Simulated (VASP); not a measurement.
Here is a VASP 6.6.1 calculation.

The input INCAR:

```
PREC     = Accurate       # precision mode
ENCUT    = 520            # plane-wave cutoff, eV
EDIFF    = 1E-6           # SCF threshold, eV
ISMEAR   = 0              # smearing method
SIGMA    = 0.03           # smearing width, eV
LREAL    = False          # projectors in reciprocal space
LASPH    = True           # aspherical terms in the spheres
NELM     = 80             # most SCF steps
ALGO     = Fast           # electronic algorithm
ISIF     = 2              # what is computed and relaxed
LWAVE    = False          # write WAVECAR
LCHARG   = False          # write CHGCAR
GGA      = PE             # functional
LOPTICS  = True           # frequency-dependent dielectric function
NBANDS   = 41             # bands
NEDOS    = 2000           # points of the DOS
CSHIFT   = 0.1
```

Contents of KPOINTS:

```
Automatic mesh
0
Gamma
  8 8 8
```

File POSCAR:

```
AgCl                                    
1.0
    0.0000000000      2.7224909976      2.7224909976
    2.7224909976      0.0000000000      2.7224909976
    2.7224909976      2.7224909976      0.0000000000
  Ag              Cl            
     1     1
Direct
     0.0000000000000000    0.0000000000000000    0.0000000000000000
     0.5000000000000000    0.5000000000000000    0.5000000000000000
```

Potentials or basis: VASP PAW PBE potentials, release 64 (Ag, Cl).

Run with:

```bash
$ cat potpaw_PBE.64/Ag/POTCAR potpaw_PBE.64/Cl/POTCAR > POTCAR
$ mpirun -np 1 vasp_std > vasp.out
```

**Question.** What does it give for the pressure?

**Answer.** 4.7 GPa.

**Question.** What does it give for the band gap on the k mesh?

**Answer.** 0.90 eV, indirect (least direct gap 3.37 eV).

Dielectric function (mean over the directions given):
| energy (eV) | real part | imaginary part |
| --- | --- | --- |
| 0.29 | 5.45 | 0.01 |
| 1.30 | 5.67 | 0.04 |
| 2.31 | 6.37 | 0.11 |
| 3.39 | 8.50 | 3.61 |
| 4.40 | 8.09 | 2.82 |
| 5.41 | 0.62 | 4.64 |
| 6.49 | 2.60 | 5.46 |
| 7.50 | 3.91 | 3.98 |
| 8.51 | 1.13 | 5.70 |
| 9.59 | 0.45 | 3.26 |
| 10.60 | -1.39 | 3.61 |
| 11.68 | 0.15 | 2.82 |
| 12.69 | -0.75 | 1.84 |
| 13.70 | -0.45 | 1.56 |
| 14.78 | -0.03 | 1.56 |
| 15.79 | 0.46 | 1.21 |
| 16.80 | 0.11 | 1.03 |
| 17.89 | 0.60 | 0.79 |
| 18.90 | 0.34 | 1.21 |
| 19.98 | 0.13 | 0.79 |

Caveat: spectra need much finer meshes, so this one isn't converged; independent-particle spectra lack excitons.

**What was measured.**

From a printed reference work, data compilation, for a bulk crystal of AgCl: band gap 3.249 eV (indirect).

A measured gap of AgCl is 3.249 eV (indirect; a printed reference work, data compilation); the calculated 0.90 eV misses it by -2.35 eV. So large a miss can be the level of theory's own, or it may mean another phase, state or a wrong row. Spin-orbit coupling on Ag is left out. The value is that of PBE on a finite k mesh, which can miss the band edges, without temperature or zero-point motion. Semilocal functionals fall short of measured gaps as a rule.
